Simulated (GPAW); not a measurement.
Crystal: AlPt.

```
CELL_PARAMETERS angstrom
4.87893 0.00000 0.00000
0.00000 4.87893 0.00000
0.00000 0.00000 4.87893
ATOMIC_POSITIONS crystal
Pt 0.84494 0.65506 0.34494
Pt 0.65506 0.34494 0.84494
Pt 0.34494 0.84494 0.65506
Pt 0.15506 0.15506 0.15506
Al 0.15597 0.34403 0.65597
Al 0.34403 0.65597 0.15597
Al 0.65597 0.15597 0.34403
Al 0.84403 0.84403 0.84403
```

The cell is a database's computed one.

Base run:

```yaml
Program: GPAW 26.7.0
Functional: PBEsol
Potentials_or_basis: PAW data sets generated in the run's folder for this functional
Cutoff: 600 eV
Basis: pw
k_mesh: 5 × 5 × 5
Occupations: fermi-dirac, width 0.05 eV
Spin: no spin polarisation
Hubbard_terms: Pt d U = 6 eV
```

Its results: band gap on the k mesh none (metal or under the smearing width); pressure -5.6 GPa; largest force 0.082 eV/Å.

Q: The run is repeated on the same cell with these changes: hubbard terms from Pt d U = 6 eV to Pt d U = 4 eV. What comes out?

A: Band gap on the k mesh none (metal or under the smearing width); pressure -4.0 GPa; largest force 0.069 eV/Å.

Caveats: U without spin polarisation on a metal has little footing; the U is typed as a test and isn't derived for this compound.
